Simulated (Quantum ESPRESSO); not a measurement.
Set up this calculation in Quantum ESPRESSO 7.5, as the native input.

```yaml
Task: dielectric tensor
Functional: PBEsol
Potentials_or_basis: GBRV 1.5 PBEsol
Cutoff: 612 eV
Density_cutoff: 4898 eV
k_mesh: 8 × 8 × 8, shifted
Occupations: fermi-dirac, width 0.05 eV
Spin: no spin polarisation
Mixing_beta: 0.5
Most_SCF_iterations: 120
SCF_threshold: 4e-10 Ry
```

Crystal: CdS (Hawleyite).

```
CELL_PARAMETERS angstrom
0.00000 2.91650 2.91650
2.91650 0.00000 2.91650
2.91650 2.91650 0.00000
ATOMIC_POSITIONS crystal
Cd 0.00000 0.00000 0.00000
S 0.75000 0.75000 0.75000
```

These files were run (other wordings do the same):

pw.in

```
&CONTROL
  calculation = 'scf'
  prefix = 'pwscf'
  outdir = './tmp'
  pseudo_dir = './pseudo'
  tprnfor = .true.
  tstress = .true.
  disk_io = 'low'
/
&SYSTEM
  ibrav = 0
  nat = 2
  ntyp = 2
  ecutwfc = 45
  ecutrho = 360
  nbnd = 15
  occupations = 'smearing'
  smearing = 'fd'
  degauss = 0.00367493
/
&ELECTRONS
  conv_thr = 4d-10
  electron_maxstep = 120
  mixing_beta = 0.5
/
ATOMIC_SPECIES
Cd   112.4140 cd_pbesol_v1.uspp.F.UPF
S     32.0600 s_pbesol_v1.4.uspp.F.UPF
CELL_PARAMETERS angstrom
   0.0000000000    2.9165000000    2.9165000000
   2.9165000000    0.0000000000    2.9165000000
   2.9165000000    2.9165000000    0.0000000000
ATOMIC_POSITIONS angstrom
Cd     0.0000000000    0.0000000000    0.0000000000
S      4.3747500000    4.3747500000    4.3747500000
K_POINTS automatic
8 8 8 1 1 1
```

gamma.in

```
&CONTROL
  calculation = 'bands'
  prefix = 'pwscf'
  outdir = './tmp'
  pseudo_dir = './pseudo'
  disk_io = 'low'
  verbosity = 'high'
/
&SYSTEM
  ibrav = 0
  nat = 2
  ntyp = 2
  ecutwfc = 45
  ecutrho = 360
  nbnd = 15
  occupations = 'smearing'
  smearing = 'fd'
  degauss = 0.00367493
/
&ELECTRONS
  conv_thr = 1d-08
  electron_maxstep = 120
  mixing_beta = 0.5
  diago_full_acc = .true.
  startingwfc = 'random'
/
ATOMIC_SPECIES
Cd   112.4140 cd_pbesol_v1.uspp.F.UPF
S     32.0600 s_pbesol_v1.4.uspp.F.UPF
CELL_PARAMETERS angstrom
   0.0000000000    2.9165000000    2.9165000000
   2.9165000000    0.0000000000    2.9165000000
   2.9165000000    2.9165000000    0.0000000000
ATOMIC_POSITIONS angstrom
Cd     0.0000000000    0.0000000000    0.0000000000
S      4.3747500000    4.3747500000    4.3747500000
K_POINTS crystal
1
0.0 0.0 0.0 1
```

scf2.in

```
&CONTROL
  calculation = 'scf'
  prefix = 'pwscf'
  outdir = './tmp'
  pseudo_dir = './pseudo'
  tprnfor = .true.
  tstress = .true.
  disk_io = 'low'
/
&SYSTEM
  ibrav = 0
  nat = 2
  ntyp = 2
  ecutwfc = 45
  ecutrho = 360
  nbnd = 15
  occupations = 'fixed'
/
&ELECTRONS
  conv_thr = 1d-13
  electron_maxstep = 120
  mixing_beta = 0.5
  startingpot = 'file'
/
ATOMIC_SPECIES
Cd   112.4140 cd_pbesol_v1.uspp.F.UPF
S     32.0600 s_pbesol_v1.4.uspp.F.UPF
CELL_PARAMETERS angstrom
   0.0000000000    2.9165000000    2.9165000000
   2.9165000000    0.0000000000    2.9165000000
   2.9165000000    2.9165000000    0.0000000000
ATOMIC_POSITIONS angstrom
Cd     0.0000000000    0.0000000000    0.0000000000
S      4.3747500000    4.3747500000    4.3747500000
K_POINTS automatic
8 8 8 1 1 1
```

ph.in

```
dielectric of CdS
&INPUTPH
  prefix = 'pwscf'
  outdir = './tmp'
  tr2_ph = 1d-18
  fildyn = 'dyn'
  niter_ph = 90
  alpha_mix(1) = 0.7
  epsil = .true.
  trans = .false.
  zeu = .true.
/
0.0000000000 0.0000000000 0.0000000000
```

Potentials or basis: GBRV 1.5 PBEsol.

Run with:

```console
$ OMP_NUM_THREADS=1 pw.x -in pw.in > pw.out
$ OMP_NUM_THREADS=1 pw.x -in gamma.in > gamma.out
$ OMP_NUM_THREADS=1 pw.x -in scf2.in > scf2.out
$ OMP_NUM_THREADS=1 ph.x -in ph.in > ph.out
```

Results of the run:

| Quantity | Value |
| --- | --- |
| Pressure | 0.0 GPa |
| Electronic dielectric tensor (diagonal) | 6.47 |
| Born charges (mean of the diagonal) | Cd +2.18; S -2.18 e |

Wall time 4.1 min on 1 thread of Intel(R) Xeon(R) 6975P-C (Granite Rapids), with other jobs on the host, peak memory 0.2 GiB.
